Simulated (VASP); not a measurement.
Input of a VASP 6.6.1 run:

File INCAR:

```
PREC = Accurate
ENCUT = 600
EDIFF = 1E-7
ISMEAR = 0
SIGMA = 0.02
LREAL = False
LASPH = True
NELM = 80
ALGO = Normal
ISIF = 3
LWAVE = False
LCHARG = False
GGA = PE
IBRION = 2
NSW = 90
EDIFFG = -0.005
```

The input KPOINTS:

```
regular mesh
0
Gamma
  8 8 8
```

Contents of POSCAR:

```
BaS
1.0
    0.0000000000      3.2256756200      3.2256756200
    3.2256756200      0.0000000000      3.2256756200
    3.2256756200      3.2256756200      0.0000000000
Ba S
1 1
Direct
    0.0000000000      0.0000000000      0.0000000000
    0.5000000000      0.5000000000      0.5000000000
```

Potentials or basis: VASP PAW PBE potentials, release 64 (Ba_sv, S).

Launch:

```sh
$ cat potpaw_PBE.64/Ba_sv/POTCAR potpaw_PBE.64/S/POTCAR > POTCAR
$ mpirun -np 1 vasp_std > vasp.out
```

Q: Predict the band gap on the k mesh.

A: 2.16 eV, indirect (least direct gap 2.31 eV).

Q: Estimate the space group after relaxing (to 0.05 Å).

A: Fm-3m (No. 225).

Final structure:
```yaml
crystal:
  lattice:
    - [0.00000, 3.22839, 3.22839]
    - [3.22839, 0.00000, 3.22839]
    - [3.22839, 3.22839, 0.00000]
  atoms:
    - { symbol: Ba, position: [0.00000, 0.00000, 0.00000] }
    - { symbol: S, position: [0.50000, 0.50000, 0.50000] }
```

Caveat: spin-orbit coupling is left out, which moves the levels of the heavy elements. A k mesh can miss the band edges.
